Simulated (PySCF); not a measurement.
Compound: propylamine, C₃H₉N.
Bonds: C1–C2, C2–C3, C3–N4. Hydrogens: H5, H6, H7 on C1; H8, H9 on C2; H10, H11 on C3; H12, H13 on N4.

The dihedral C1–C2–C3–N4 (about C2–C3) is held at set values while the rest relaxes with GFN2-xTB, each point from its own start; single points follow at PBE0/pcSseg-1 (PySCF, gas phase, no added dispersion term).

Question: How do energy and geometry vary along the scan?

Answer: 
| dihedral (°) | PBE0/pcSseg-1 (kJ/mol) | GFN2-xTB (kJ/mol) | dipole (D) | C1···N4 (Å) | C2–C3 (Å) | C1–C2–C3 (°) | C2–C3–N4 (°) | HOMO (eV) | LUMO (eV) |
| --- | --- | --- | --- | --- | --- | --- | --- | --- | --- |
| 0 | 22.8 | 18.3 | 1.29 | 2.73 | 1.547 | 114.1 | 112.5 | -6.61 | 1.30 |
| 30 | 12.5 | 12.0 | 1.26 | 2.80 | 1.540 | 113.9 | 112.2 | -6.61 | 1.38 |
| 60 | 1.3 | 3.0 | 1.27 | 3.00 | 1.530 | 113.2 | 111.4 | -6.67 | 1.44 |
| 90 | 7.5 | 3.9 | 1.28 | 3.27 | 1.531 | 112.7 | 110.1 | -6.65 | 1.43 |
| 120 | 15.6 | 9.4 | 1.27 | 3.56 | 1.538 | 112.8 | 110.1 | -6.62 | 1.48 |
| 150 | 8.2 | 5.8 | 1.28 | 3.75 | 1.533 | 112.5 | 110.1 | -6.62 | 1.55 |
| 180 | 0.3 | 0.0 | 1.30 | 3.80 | 1.527 | 111.9 | 110.0 | -6.65 | 1.56 |
| 210 | 6.2 | 3.5 | 1.31 | 3.74 | 1.531 | 112.3 | 109.9 | -6.66 | 1.59 |
| 240 | 14.6 | 9.3 | 1.32 | 3.56 | 1.538 | 112.7 | 110.1 | -6.62 | 1.59 |
| 270 | 7.5 | 5.2 | 1.35 | 3.27 | 1.533 | 112.1 | 110.3 | -6.62 | 1.56 |
| 300 | 0.0 | 0.1 | 1.38 | 2.94 | 1.528 | 111.5 | 110.2 | -6.67 | 1.49 |
| 330 | 10.7 | 9.3 | 1.35 | 2.77 | 1.537 | 113.1 | 111.8 | -6.70 | 1.37 |

Each energy column counts from its own lowest point; dipole and orbital energies are those of PBE0/pcSseg-1.

Question: Where are the low and high points of the PBE0/pcSseg-1 curve on this grid?

Answer: Below both neighbours: 60° (synclinal, 1.3), 180° (antiperiplanar, 0.3), 300° (synclinal, 0.0). Above both neighbours: 0° (22.8), 120° (15.6), 240° (14.6) kJ/mol. The highest point lies 22.8 kJ/mol above the lowest; in GFN2-xTB the span is 18.3, with the lowest point at 180°. The points were relaxed apart, so other rotors need not follow one smooth path. Wells this close in depth can't be ordered on a 30° grid.

Question: How much does C2–C3 change along the scan?

Answer: From 1.527 Å (at 180°) to 1.547 Å (at 0°).

Question: What dipole would a 298 K Boltzmann average over these twelve points give?

Answer: With weights exp(−E/RT), √⟨μ²⟩ = 1.33 D, against 1.38 D at 300°. Weights in order of angle: 0, 0, 22, 2, 0, 1, 33, 3, 0, 2, 37, 0 %.
